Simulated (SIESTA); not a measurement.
Crystal: GaP.

```
Ga P
1.0
     0.00000    2.72525    2.72525
     2.72525    0.00000    2.72525
     2.72525    2.72525    0.00000
Ga P
1 1
Direct
  0.00000 0.00000 0.00000
  0.75000 0.75000 0.75000
```

Base run:

* Program: SIESTA 5.4.2
* Functional: vdW-DF-cx
* Potentials or basis: PseudoDojo 0.4 standard (PBE files)
* Basis: DZP (energy shift 0.002 Ry; radii capped at 9.5 bohr)
* Grid cutoff: 800 Ry
* Energy shift: 0.002 Ry
* k mesh: 8 × 8 × 8
* Occupations: fermi-dirac, width 0.05 eV
* Spin: no spin polarisation

Its results: band gap on the k mesh 1.58 eV, indirect (least direct gap 1.91 eV); pressure 2.1 GPa.

Q: After a change of settings the same cell gave: band gap on the k mesh 1.63 eV, indirect (least direct gap 1.99 eV); pressure 3.7 GPa. Which change was it?
A. functional from vdW-DF-cx to RPBE
B. functional from vdW-DF-cx to PBEsol; potentials or basis from PseudoDojo 0.4 standard (PBE files) to PseudoDojo 0.4 standard (PBEsol files)
C. functional from vdW-DF-cx to PBE; potentials or basis from PseudoDojo 0.4 standard (PBE files) to PseudoDojo 0.5 standard (PBE files)
D. functional from vdW-DF-cx to OLYP

A: C.

Caveats: semicore shells carry a single zeta, which can move pressures by several GPa and volumes by a few percent; the basis of atomic orbitals isn't converged, which shifts pressures, moduli and gaps; the potentials were made for another functional, which shifts forces and pressure (some runs).

Not every run made on this cell is shown here.
